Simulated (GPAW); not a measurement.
Here is a GPAW 26.7.0 calculation.

The input run.py:

```python
from ase.dft.bandgap import bandgap
from ase.io import write
from ase.spacegroup import crystal
from ase.units import GPa
from gpaw import GPAW, PW

# Pb 4a
# S 4b
atoms = crystal(['Pb', 'S'],
                basis=[[0.0, 0.0, 0.0],
                       [0.5, 0.0, 0.0]],
                spacegroup=225, setting=1,  # Fm-3m
                cellpar=[5.9315, 5.9315, 5.9315, 90.0, 90.0, 90.0],
                primitive_cell=True)

calc = GPAW(mode=PW(450),
            xc='PBE',
            kpts={'size': (6, 6, 6), 'gamma': True},
            occupations={'name': 'fermi-dirac', 'width': 0.05},
            nbands=19,
            convergence={'density': 1e-05, 'energy': 1e-05},
            maxiter=80,
            txt='gpaw.txt')
atoms.calc = calc
energy = atoms.get_potential_energy()
forces = atoms.get_forces()
stress = atoms.get_stress()
calc.write('gs.gpw')
write('result.traj', atoms)
print(f'Energy: {energy:.6f} eV')
print('Forces (eV/A):')
print(forces.round(4))
print('Stress (GPa):', (stress / GPa).round(3))
print('Fermi level:', round(calc.get_fermi_level(), 4), 'eV')
print(f'Gap: {bandgap(calc)[0]:.4f} eV, direct: {bandgap(calc, direct=True)[0]:.4f} eV')
```

Potentials or basis: GPAW PAW data sets (gpaw-data 1.2.1), pw.

Command:

```sh
$ OMP_NUM_THREADS=1 python run.py
```

Question: What does it give for the pressure?

Answer: 1.4 GPa.

Question: Predict the band gap on the k mesh.

Answer: 0.31 eV, direct.

Caveat: the cutoff is short for stress and forces, so pressures can be off by a GPa or more; spin-orbit coupling is left out, which as a rule narrows the gap of such compounds by several tenths of an eV. A k mesh can miss the band edges.
